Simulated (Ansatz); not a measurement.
## TiSe in Ansatz: the effect of target pressure

The system is TiSe.

```
CELL_PARAMETERS angstrom
0.00000 3.10300 3.10300
3.10300 0.00000 3.10300
3.10300 3.10300 0.00000
ATOMIC_POSITIONS crystal
Ti 0.00000 0.00000 0.00000
Se 0.25000 0.25000 0.25000
```

The cell comes from a database or a generator and needn't be the stable form of this composition.

Alike in all runs:

```yaml
Program: Ansatz 0.2.0
Task: relaxation of cell and atoms
Functional: r2SCAN
Potentials_or_basis: Ansatz PAW
Cutoff: "500 eV (not typed: the program's choice for these potentials)"
k_mesh: 8 × 8 × 8
Occupations: fermi-dirac, width 0.05 eV
Spin: no spin polarisation
```

Each run relaxes the cell or the atoms first.

| target pressure | relaxed volume (Å³/atom) |
| --- | --- |
| 0 GPa | 23.46 |
| 2 GPa | 22.89 |
| 5 GPa | 22.16 |
| 10 GPa | 21.16 |
| 20 GPa | 19.64 |
| 30 GPa | ? |

What does the run with target pressure 30 GPa give?

Relaxed volume 18.53 Å³/atom.

Worked out: In Murnaghan's law V^(-B') rises as a straight line in P. The other rows fit best with B' = 3.8, V0 = 23.46 Å³/atom and B0 = 79 GPa, which gives 18.54 Å³/atom at 30 GPa, against the run's 18.53.

Caveats: the volume moved by over 15 % at a fixed basis, so the end points are rough; the plane-wave basis is chosen anew once the cell has moved, so the energies of steps on either side of that aren't comparable; the PAW data sets come from PBE, with cores solved anew for the run's functional, which leaves a small shift of forces and pressure.
